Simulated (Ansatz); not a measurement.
I need a calculation of the dielectric tensor and Born charges of BaTiO3, space group Pm-3m. Use Ansatz 0.2.0 through its Python package. Use: PBEsol, PAW, cutoff 435 eV, 6×6×6 k-points, fixed occupations.

The script reads `batio3.xyz`:
```text
5
Lattice="4.006 0.0 0.0 0.0 4.006 0.0 0.0 0.0 4.006" Properties=species:S:1:pos:R:3 pbc="T T T"
Ba    2.00300000    2.00300000    2.00300000
Ti    0.00000000    0.00000000    0.00000000
O     2.00300000    0.00000000    0.00000000
O     0.00000000    2.00300000    0.00000000
O     0.00000000    0.00000000    2.00300000
```

The script, `batio3.py`:
```python
'''Response of BaTiO3 to an electric field.'''

import logging
import sys

import ansatz as az
import numpy as np

logging.basicConfig(stream=sys.stdout, format='[%(levelname)s] %(message)s')
logger = logging.getLogger('ansatz_job')
logger.setLevel(logging.INFO)


def main() -> None:
    system = az.Crystal.from_extxyz('batio3.xyz')

    # an insulator: whole occupations
    calc = (
        system.calculation()
        .functional('pbesol')
        .basis(16 * az.Ha)
        .kpoints(6, center='gamma')  # sampling of the Brillouin zone
        .occupations('fixed')
        .dielectric()
    )
    res = calc.run(threads=1)
    response = res.dielectric
    eps = np.asarray(response.eps_inf)

    logger.info(f'mean eps_inf {np.trace(eps) / 3:.3f}, fraction of exact exchange 1/eps = {3 / np.trace(eps):.3f}')
    print(np.array2string(eps, precision=3, suppress_small=True))
    for site, z in zip(res.lattice.sites, response.zstar_e):
        logger.info(f'{site.symbol:2s} Z* trace/3 = {np.trace(z) / 3:+.3f} e')
    logger.info(f'charge neutrality missed by {response.zstar_sum_residual_pre_e:.4f} e before the sum rule')


if __name__ == '__main__':
    main()
```

Running `python batio3.py` prints:
```text
[INFO] mean eps_inf 6.774, fraction of exact exchange 1/eps = 0.148
[[6.774 0.    0.   ]
 [0.    6.774 0.   ]
 [0.    0.    6.774]]
[INFO] Ba Z* trace/3 = +2.759 e
[INFO] Ti Z* trace/3 = +7.363 e
[INFO] O  Z* trace/3 = -3.374 e
[INFO] O  Z* trace/3 = -3.374 e
[INFO] O  Z* trace/3 = -3.374 e
[INFO] charge neutrality missed by 0.0042 e before the sum rule
```

The run is spin-unpolarised. Under fixed occupations the level called the Fermi level is the highest filled one on the SCF mesh; off the mesh a filled band can lie a little above it. This is a high-temperature or high-pressure form, not the ambient phase. Pressure is positive in compression. The starting cell is as deposited in a crystallographic database; the results hold for this polymorph, which needn't be the stable one. This is the electronic (clamped-ion) response; a semilocal gap that is too small tends to raise it. The typed mesh is that of the SCF; the response is solved on denser meshes that the run picks. Hardware and time: 47 s on 1 thread of Arm Neoverse V2, with other jobs on the host, peak memory 0.67 GiB.
